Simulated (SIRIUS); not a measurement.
Sr:

```xyz
1
Lattice="0.0000 3.0423 3.0423 3.0423 0.0000 3.0423 3.0423 3.0423 0.0000" Properties=species:S:1:pos:R:3 pbc="T T T"
Sr    0.0000    0.0000    0.0000
```

* Program: SIRIUS 7.10.0
* Task: single point
* Functional: PBE
* Potentials or basis: PseudoDojo 0.4.1 PBE standard (scalar relativistic)
* Cutoff: 937 eV
* Density cutoff: 3749 eV
* k mesh: 8 × 8 × 8
* Occupations: fermi-dirac, width 0.05 eV
* Spin: no spin polarisation

On this cell: pressure -0.3 GPa; band gap on the k mesh none (metal or under the smearing width).

The same run follows on a disturbed copy (cell strained at random at fixed volume):

```
CELL_PARAMETERS angstrom
0.06610 3.01958 2.96526
3.13463 0.00753 3.02383
3.12896 3.07248 0.01320
ATOMIC_POSITIONS crystal
Sr 0.99000 0.99567 0.01497
```

Question: What changes?

Answer: The energy (extrapolated to zero smearing) moves by +3.3 meV/atom; pressure -0.3 GPa; band gap on the k mesh none (metal or under the smearing width).

Stress tensor (GPa, compression positive):
```
-0.43 -0.23 -0.28
-0.23 -0.30  0.19
-0.28  0.19 -0.22
```
